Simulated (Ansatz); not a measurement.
Input of an Ansatz 0.2.0 run:

Contents of input.yaml:

```yaml
crystal:
  lattice:
    - [2.1542, 1.2437279499, 3.758]
    - [-2.1542, 1.2437279499, 3.758]
    - [0.0, -2.4874558998, 3.758]
  atoms:
    - { symbol: Sb, position: [0.76651, 0.76651, 0.76651] }
    - { symbol: Sb, position: [0.23349, 0.23349, 0.23349] }
hamiltonian:
  xc: pbe
  pseudopotentials: { kind: paw }
kpoints:
  mp_grid: { grid: [8, 8, 8] }
scf:
  occupations: { method: fermi_dirac, width: 0.05 }
  n_extra_bands: 6
output:
  forces: true
  stress: true
  eigenvalues: true
  dos: { projected: false, de: 0.05, nscf_kmesh: { grid: [12, 12, 12] } }
  write_density: true
  write_potential: true
  elf: true
  volumetric_format: npy
```

Potentials or basis: Ansatz PAW.

Launch:

```bash
$ ansatz run input.yaml --threads 2 --pin off --max-ram 5120MiB --backend cpu --events-out ev --progress --plain --runs-dir out
```

What does it give for the pressure?

2.7 GPa.

What does it give for the band gap on the k mesh?

None (metal or under the smearing width).

Predict the density of states at the Fermi level.

0.01 states/eV per cell.

States per cell in windows of 0.5 eV (zero at the Fermi level; states under -8 eV left out):
| from (eV) | total |
| --- | --- |
| -8.0 | 0.25 |
| -7.5 | 0.15 |
| -7.0 | 0.10 |
| -6.5 | 0.06 |
| -6.0 | 0.04 |
| -5.5 | 0.35 |
| -5.0 | 0.40 |
| -4.5 | 0.51 |
| -4.0 | 0.72 |
| -3.5 | 0.76 |
| -3.0 | 0.75 |
| -2.5 | 0.77 |
| -2.0 | 0.71 |
| -1.5 | 0.58 |
| -1.0 | 0.38 |
| -0.5 | 0.07 |
| 0.0 | 0.29 |
| 0.5 | 0.83 |
| 1.0 | 0.64 |
| 1.5 | 0.82 |
| 2.0 | 0.72 |
| 2.5 | 0.59 |
| 3.0 | 0.71 |
| 3.5 | 0.53 |
| 4.0 | 0.76 |
| 4.5 | 0.79 |
| 5.0 | 0.82 |
| 5.5 | 0.58 |
| 6.0 | 0.51 |
| 6.5 | 0.55 |
| 7.0 | 0.50 |
| 7.5 | 0.56 |

The run has no spin-orbit coupling, so splittings on Sb are missing.
